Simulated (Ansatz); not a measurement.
# Hg (C2/m) in Ansatz: reference runs

Aim: a first look at Hg with PBE, on the cell as given and on a disturbed one.

Everything below comes from runs of Ansatz 0.2.0. Logs are shortened: lines on timing, memory, paths and dates and some standing lists are left out, and cuts for length are marked.

### Step 1. The structure

The structure is monoclinic, space group C2/m (No. 12). The conventional cell has a = 4.249 Å, b = 5.345 Å, c = 3.583 Å, α = 90.00°, β = 126.18°, γ = 90.00°. Hg (site symmetry 2/m) has 8 Hg at 3.41 to 3.59 Å as nearest neighbours.

### Step 2. Single point, PBE

File input.yaml:

```yaml
crystal:
  lattice:
    - [2.1243184923, -2.6725824964, 0.0]
    - [2.1243184923, 2.6725824964, 0.0]
    - [-2.1151288124, 0.0, 2.8921990043]
  atoms:
    - { symbol: Hg, position: [0.0, 0.0, 0.0] }
kpoints:
  mp_grid: { grid: [9, 9, 9] }
scf:
  occupations: { method: fermi_dirac, width: 0.05 }
hamiltonian:
  xc: pbe
  pseudopotentials: { kind: all_electron, lapw: { basis_error: 0.001 } }
output:
  forces: true
  stress: true
  eigenvalues: true
  populations: true
```

Potentials or basis: all-electron LAPW, scalar-relativistic.

The run is started by

```sh
$ ansatz run input.yaml --threads 1 --pin off --max-ram 3072MiB --backend cpu --events-out ev --progress --plain --runs-dir out
```

The log of the run:

```text
Warning: RAYON_NUM_THREADS=1 ignored (pool sized by the plan → 1); use --threads N
Hg: projections on atomic orbitals take those of the free atom 1s2 2s2 2p6 3s2 3p6 3d10 4s2 4p6 4d10 4f14 5s2 5p6 5d10 6s2, of charge +0.00 (hamiltonian.pseudopotentials.projection_atoms)
LAPW: plane waves up to 6.620 Å⁻¹, error target 1.0e-3 eV per atom; small_component_spin mean_spin; Hg in spheres of 1.707 Å, 34 of its electrons in bands, Dirac shells [] (how accurate: hamiltonian.pseudopotentials.lapw.basis_error, Limitations)
Engine: ansatz 0.2.0, aarch64-unknown-linux-gnu
Pseudopotentials: kind: all_electron
Pseudopotential: Hg, LAPW, valence charge 34, lapw/all_electron/scalar/gaussian/Hg, Koelling and Harmon's equation, gaussian nucleus
Functional definition: PBE
  parameter kappa = 0.804
  parameter beta = 0.06672455060314922
  exchange = pbe_x(kappa = kappa, mu = beta*pi^2/3)
  correlation = pbe_c(beta = beta)
Crystal: 1 atoms, lattice volume = 32.840 Å³
Basis set: ecut = 166.96485630733073 eV, 159 PW (Γ), exchange–correlation at level 2
Bands: 21, of which v1, the nominal top of the filled ones, is band 17 counted from 1 (16 counted from 0)
Symmetry: 4 space group operations
Space group: C2/m (ITA 12), of the structure as read, at distance tolerance 3.2e-5 Å
k-points: 205 of 729
Non-local potential: Hg, projectors of the file, none
Initial density: superposition of atomic densities (chi_scale 0.1, normalization cell)
Initial wavefunctions: plane waves of lowest kinetic energy (no species holds an atomic orbital)
Functional: x = pbe(κ = 0.804, μ = 0.2195149727645171), c = pbe(β = 0.06672455060314922)
iter 1 solved again at ethr=9.87e-6 eV; its pass at ethr=1.00e-1 eV (dr2=3.35e-3 eV) is discarded
SCF iter   1: F=—  HF=-533829.850788 eV  |F-HF|=—  |Δ(HF+E_count)|=         —  Δρ=3.35e-3  dr2=3.38e-3  ethr=9.87e-6  ⟨swp⟩=3.7  Hψ=28850  notcnv=0
preconditioner: auto → none  [metal: Δε(μ)=0.043 eV  Ē_g=12.885 eV  σ=0.050 eV  W_gap=0.21  n_scr=12 (ndim 8)  ℏωp=22.4 eV  f_vac=0.267  D(μ)=0.31/eV (n_scr^D=0)  sad-step TF]
SCF iter   2: F=—  HF=-533829.842197 eV  |F-HF|=—  |Δ(HF+E_count)|=   8.59e-3  Δρ=1.69e-3  dr2=1.04e-3  ethr=9.87e-6  ⟨swp⟩=2.1  Hψ=12946  notcnv=0
SCF iter   3: F=—  HF=-533829.842252 eV  |F-HF|=—  |Δ(HF+E_count)|=   5.45e-5  Δρ=9.93e-4  dr2=3.49e-4  ethr=3.05e-6  ⟨swp⟩=2.7  Hψ=13075  notcnv=0
iter 4 solved again at ethr=4.90e-8 eV; its pass at ethr=1.03e-6 eV (dr2=1.66e-5 eV) is discarded
SCF iter   4: F=—  HF=-533829.842496 eV  |F-HF|=—  |Δ(HF+E_count)|=   2.44e-4  Δρ=2.09e-4  dr2=1.66e-5  ethr=4.90e-8  ⟨swp⟩=2.0  Hψ=21971  notcnv=0
SCF iter   5: F=—  HF=-533829.842520 eV  |F-HF|=—  |Δ(HF+E_count)|=   2.41e-5  Δρ=3.57e-5  dr2=4.85e-7  ethr=4.89e-8  ⟨swp⟩=3.0  Hψ=13443  notcnv=0
SCF iter   6: F=-533829.842522 eV  HF=-533829.842522 eV  |F-HF|=7.57e-9  |Δ(HF+E_count)|=   1.75e-6  Δρ=2.73e-6  dr2=1.92e-9  ethr=1.43e-9  ⟨swp⟩=3.0  Hψ=13969  notcnv=0
SCF 1 converged in 6 iterations: F = -533829.842522 eV  dr2 = 1.92e-9
SCF converged after 6 iterations
Free energy (F): -533829.842522 eV
Harris-Foulkes:  -533829.842522 eV  (|F-HF|=7.57e-9)
Internal energy: -533829.840230 eV  (E = F + TS)
E sigma→0 (E₀):  -533829.841376 eV
Entropy (-TS):   -0.002292 eV (-2.292 meV/atom)
Fermi energy:    11.579529 eV
--- Per-component energies (eV) ---
  E_band       = -1567.438967
  E_kinetic    = 610731.252620
  E_xc         = -10134.660211
  E_electrostatic = -1134426.432639  (all electrons and nuclei)
  E_smearing   = -0.002292  (= −TS)
  E_closure    = 0.000000  (closes the sum)
  E_atoms      = -533829.672411  (free atoms, spherical and without spin; not in F)
  Σ components = -533829.842522   (vs F -533829.842522, Δ=0.00e0)
  Basis errors (estimates in eV, not in F): energy 3.1e-4 per atom: plane waves 3.1e-4 (1.6e-4 summed), levels above the bands 1.4e-80, relativity 4.0e-8, radial functions 4.0e-6, core shells 1.5e-8; eigenvalues (radial functions only) 1.3e-4; not estimated: angular momenta, meshes, grids; target (lapw.basis_error) 1.0e-3; muffin-tin radii Hg 1.707 Å
--- Forces (eV/Å), atoms counted from 1 ---
  atom   1  Hg     0.00000000     0.00000000     0.00000000
  max |Σ_I F_I| component: 0.00e0 eV/Å
--- Stress (GPa, compression-positive) ---
       -0.724832       0.000000       0.002439
        0.000000      -0.258384       0.000000
        0.002439       0.000000      -0.769304
  P = ⅓ Tr σ = -0.5842 GPa (-5.842 kbar)
--- Band table (eV; the first three rows and the last of 205) ---
  k-point 0: bands = ["-102.6017", "-80.5831", "-80.5831", "-80.5824", "-80.5822", "-80.5817", "-80.5811", "-80.5811", "-51.0447", "-51.0445", "-51.0433", "4.7885", "5.1214", "5.3377", "5.3631", "5.6734", "5.7919", "23.3335", "23.5042", "23.8394", "24.7212"]
  k-point 1: bands = ["-102.6017", "-80.5831", "-80.5831", "-80.5824", "-80.5822", "-80.5817", "-80.5811", "-80.5811", "-51.0451", "-51.0449", "-51.0434", "4.9760", "5.0958", "5.3881", "5.4320", "5.6911", "5.7862", "21.0691", "22.7016", "23.0139", "24.3641"]
  k-point 2: bands = ["-102.6017", "-80.5831", "-80.5831", "-80.5824", "-80.5822", "-80.5817", "-80.5811", "-80.5811", "-51.0468", "-51.0456", "-51.0434", "5.0319", "5.0777", "5.6142", "5.7372", "5.7861", "5.9944", "17.6713", "21.2501", "21.6716", "23.6215"]
  k-point 204: bands = ["-102.6014", "-80.5831", "-80.5831", "-80.5824", "-80.5822", "-80.5817", "-80.5811", "-80.5811", "-51.0523", "-51.0520", "-51.0480", "4.9840", "5.0058", "5.8651", "5.9133", "6.0587", "12.1148", "14.5518", "15.5196", "15.9600", "20.0733"]
--- Löwdin populations: 1 site ---
  site symbol       q [e]
     0     Hg     79.8920
  spilling = 0.001351 (of n_electrons = 80.000000)
```

Run time: 30 s. Hardware: 1 thread of Arm Neoverse N1, shared host; peak memory 0.36 GiB.

Results:

```
Free energy            : -533829.8425 eV
Pressure               : -0.6 GPa
Band gap on the k mesh : none (metal or under the smearing width)
```

Stress tensor (GPa, compression positive):
```
-0.72  0.00  0.00
 0.00 -0.26  0.00
 0.00  0.00 -0.77
```

Levels at points of the mesh, in eV from the Fermi level:
```tsv
k point	band 14	band 15	band 16	band 17	band 18	band 19	band 20	band 21
(0.00, 0.00, 0.00)	-6.24	-6.22	-5.91	-5.79	11.75	11.92	12.26	13.14
```

### Step 3. Single point, PBE (cell strained at random at fixed volume)

File input.yaml:

```yaml
crystal:
  lattice:
    - [2.049491, -2.682704, 0.012444]
    - [2.168985, 2.777685, -0.008189]
    - [-2.097217, -0.058449, 2.850744]
  atoms:
    - { symbol: Hg, position: [-0.002089, -0.009662, -0.006611] }
kpoints:
  mp_grid: { grid: [9, 9, 9] }
scf:
  occupations: { method: fermi_dirac, width: 0.05 }
hamiltonian:
  xc: pbe
  pseudopotentials: { kind: all_electron, lapw: { basis_error: 0.001 } }
output:
  forces: true
  stress: true
  eigenvalues: true
  populations: true
```

Potentials or basis: all-electron LAPW, scalar-relativistic.

The run is started by

```sh
$ ansatz run input.yaml --threads 1 --pin off --max-ram 3072MiB --backend cpu --events-out ev --progress --plain --runs-dir out
```

The log of the run:

```text
Warning: RAYON_NUM_THREADS=1 ignored (pool sized by the plan → 1); use --threads N
Hg: projections on atomic orbitals take those of the free atom 1s2 2s2 2p6 3s2 3p6 3d10 4s2 4p6 4d10 4f14 5s2 5p6 5d10 6s2, of charge +0.00 (hamiltonian.pseudopotentials.projection_atoms)
LAPW: plane waves up to 6.709 Å⁻¹, error target 1.0e-3 eV per atom; small_component_spin mean_spin; Hg in spheres of 1.688 Å, 34 of its electrons in bands, Dirac shells [] (how accurate: hamiltonian.pseudopotentials.lapw.basis_error, Limitations)
Engine: ansatz 0.2.0, aarch64-unknown-linux-gnu
Pseudopotentials: kind: all_electron
Pseudopotential: Hg, LAPW, valence charge 34, lapw/all_electron/scalar/gaussian/Hg, Koelling and Harmon's equation, gaussian nucleus
Functional definition: PBE
  parameter kappa = 0.804
  parameter beta = 0.06672455060314922
  exchange = pbe_x(kappa = kappa, mu = beta*pi^2/3)
  correlation = pbe_c(beta = beta)
Crystal: 1 atoms, lattice volume = 32.840 Å³
Basis set: ecut = 171.5066970692745 eV, 169 PW (Γ), exchange–correlation at level 2
Bands: 21, of which v1, the nominal top of the filled ones, is band 17 counted from 1 (16 counted from 0)
Symmetry: 2 space group operations
Space group: P-1 (ITA 2), of the structure as read, at distance tolerance 3.2e-5 Å
k-points: 365 of 729
Non-local potential: Hg, projectors of the file, none
Initial density: superposition of atomic densities (chi_scale 0.1, normalization cell)
Initial wavefunctions: plane waves of lowest kinetic energy (no species holds an atomic orbital)
Functional: x = pbe(κ = 0.804, μ = 0.2195149727645171), c = pbe(β = 0.06672455060314922)
iter 1 solved again at ethr=1.15e-5 eV; its pass at ethr=1.00e-1 eV (dr2=3.90e-3 eV) is discarded
SCF iter   1: F=—  HF=-533829.852094 eV  |F-HF|=—  |Δ(HF+E_count)|=         —  Δρ=3.54e-3  dr2=3.93e-3  ethr=1.15e-5  ⟨swp⟩=3.7  Hψ=51176  notcnv=0
preconditioner: auto → none  [metal: Δε(μ)=0.026 eV  Ē_g=12.882 eV  σ=0.050 eV  W_gap=0.13  n_scr=12 (ndim 8)  ℏωp=22.4 eV  f_vac=0.269  D(μ)=0.25/eV (n_scr^D=0)  sad-step TF]
SCF iter   2: F=—  HF=-533829.843398 eV  |F-HF|=—  |Δ(HF+E_count)|=   8.70e-3  Δρ=1.79e-3  dr2=1.21e-3  ethr=1.15e-5  ⟨swp⟩=2.0  Hψ=23026  notcnv=0
SCF iter   3: F=—  HF=-533829.843520 eV  |F-HF|=—  |Δ(HF+E_count)|=   1.22e-4  Δρ=1.04e-3  dr2=4.01e-4  ethr=3.55e-6  ⟨swp⟩=2.6  Hψ=23248  notcnv=0
iter 4 solved again at ethr=5.33e-8 eV; its pass at ethr=1.18e-6 eV (dr2=1.81e-5 eV) is discarded
SCF iter   4: F=—  HF=-533829.843782 eV  |F-HF|=—  |Δ(HF+E_count)|=   2.62e-4  Δρ=2.14e-4  dr2=1.81e-5  ethr=5.33e-8  ⟨swp⟩=2.0  Hψ=39118  notcnv=0
SCF iter   5: F=—  HF=-533829.843805 eV  |F-HF|=—  |Δ(HF+E_count)|=   2.36e-5  Δρ=3.55e-5  dr2=4.93e-7  ethr=5.33e-8  ⟨swp⟩=3.0  Hψ=23900  notcnv=0
SCF iter   6: F=-533829.843807 eV  HF=-533829.843807 eV  |F-HF|=8.15e-9  |Δ(HF+E_count)|=   1.80e-6  Δρ=2.96e-6  dr2=2.27e-9  ethr=1.45e-9  ⟨swp⟩=3.0  Hψ=24905  notcnv=0
SCF 1 converged in 6 iterations: F = -533829.843807 eV  dr2 = 2.27e-9
SCF converged after 6 iterations
Free energy (F): -533829.843807 eV
Harris-Foulkes:  -533829.843807 eV  (|F-HF|=8.15e-9)
Internal energy: -533829.841902 eV  (E = F + TS)
E sigma→0 (E₀):  -533829.842855 eV
Entropy (-TS):   -0.001905 eV (-1.905 meV/atom)
Fermi energy:    11.596011 eV
--- Per-component energies (eV) ---
  E_band       = -1567.458158
  E_kinetic    = 610731.213199
  E_xc         = -10134.655992
  E_electrostatic = -1134426.399109  (all electrons and nuclei)
  E_smearing   = -0.001905  (= −TS)
  E_closure    = 0.000000  (closes the sum)
  E_atoms      = -533829.672411  (free atoms, spherical and without spin; not in F)
  Σ components = -533829.843807   (vs F -533829.843807, Δ=0.00e0)
  Basis errors (estimates in eV, not in F): energy 3.2e-4 per atom: plane waves 3.2e-4 (1.6e-4 summed), levels above the bands 7.8e-80, relativity 3.7e-8, radial functions 2.9e-6, core shells 2.2e-8; eigenvalues (radial functions only) 1.1e-4; not estimated: angular momenta, meshes, grids; target (lapw.basis_error) 1.0e-3; muffin-tin radii Hg 1.688 Å
--- Forces (eV/Å), atoms counted from 1 ---
  atom   1  Hg     0.00000000     0.00000000     0.00000000
  max |Σ_I F_I| component: 0.00e0 eV/Å
--- Stress (GPa, compression-positive) ---
       -0.731132      -0.103193      -0.003078
       -0.103193      -0.407312       0.010686
       -0.003078       0.010686      -0.757854
  P = ⅓ Tr σ = -0.6321 GPa (-6.321 kbar)
--- Band table (eV; the first three rows and the last of 365) ---
  k-point 0: bands = ["-102.6023", "-80.5836", "-80.5836", "-80.5827", "-80.5826", "-80.5824", "-80.5820", "-80.5819", "-51.0452", "-51.0451", "-51.0442", "4.7838", "5.1609", "5.3094", "5.3568", "5.6850", "5.7775", "23.0898", "23.4361", "24.3189", "24.8298"]
  k-point 1: bands = ["-102.6023", "-80.5836", "-80.5836", "-80.5827", "-80.5826", "-80.5824", "-80.5820", "-80.5819", "-51.0459", "-51.0455", "-51.0442", "4.9664", "5.1743", "5.3777", "5.3909", "5.6992", "5.7656", "21.3745", "22.2618", "23.4756", "24.0803"]
  k-point 2: bands = ["-102.6023", "-80.5836", "-80.5836", "-80.5827", "-80.5826", "-80.5824", "-80.5820", "-80.5819", "-51.0478", "-51.0462", "-51.0443", "5.0157", "5.1688", "5.5860", "5.7375", "5.7554", "6.0076", "17.9497", "20.8050", "22.0594", "23.3214"]
  k-point 364: bands = ["-102.6021", "-80.5836", "-80.5836", "-80.5827", "-80.5826", "-80.5824", "-80.5820", "-80.5819", "-51.0546", "-51.0464", "-51.0448", "5.1558", "5.1907", "5.6320", "5.6677", "5.7193", "8.1297", "14.6991", "17.9256", "19.1834", "26.8127"]
--- Löwdin populations: 1 site ---
  site symbol       q [e]
     0     Hg     79.8911
  spilling = 0.001361 (of n_electrons = 80.000000)
```

Run time: 50 s. Hardware: 1 thread of Arm Neoverse N1, shared host; peak memory 0.47 GiB.

What came out:

```
Free energy            : -533829.8438 eV
Pressure               : -0.6 GPa
Band gap on the k mesh : none (metal or under the smearing width)
```
